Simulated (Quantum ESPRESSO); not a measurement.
## Ag under changes of volume

One of the cells (17.806 Å³/atom); the others are scaled copies at fixed shape and fractional positions:

```xyz
2
Lattice="2.9300 0.0000 0.0000 -1.4650 2.5375 0.0000 0.0000 0.0000 4.7900" Properties=species:S:1:pos:R:3 pbc="T T T"
Ag    1.4650    0.8458    3.5925
Ag    0.0000    1.6916    1.1975
```

This isn't the form of Ag at room conditions, which is fcc.

* Program: Quantum ESPRESSO 7.5
* Functional: LDA
* Potentials or basis: GBRV 1.5 LDA
* Cutoff: 762 eV
* Density cutoff: 6095 eV
* k mesh: 10 × 10 × 6
* Occupations: fermi-dirac, width 0.05 eV
* Spin: no spin polarisation

```tsv
volume (Å³/atom)	energy over the lowest point (meV/atom)	pressure (GPa)
16.738	0.00	-5.2
17.094	12.69	-7.3
17.450	29.88	-9.2
17.806	50.93	-10.8
18.162	?	?
18.518	102.61	-13.4
18.875	132.30	-14.4
```

Q: What does the run at 18.162 Å³/atom give?

A: Energy over the lowest point 75.34 meV/atom; pressure -12.2 GPa.

Worked out: A Birch-Murnaghan fit of order 3 (a polynomial in V^(-2/3)) to the other rows has no minimum within the range. It gives 75.36 meV/atom at 18.162 Å³/atom, against the run's 75.34, and -dE/dV = -11.7 GPa, against -12.2.

Energies are extrapolated to zero smearing.
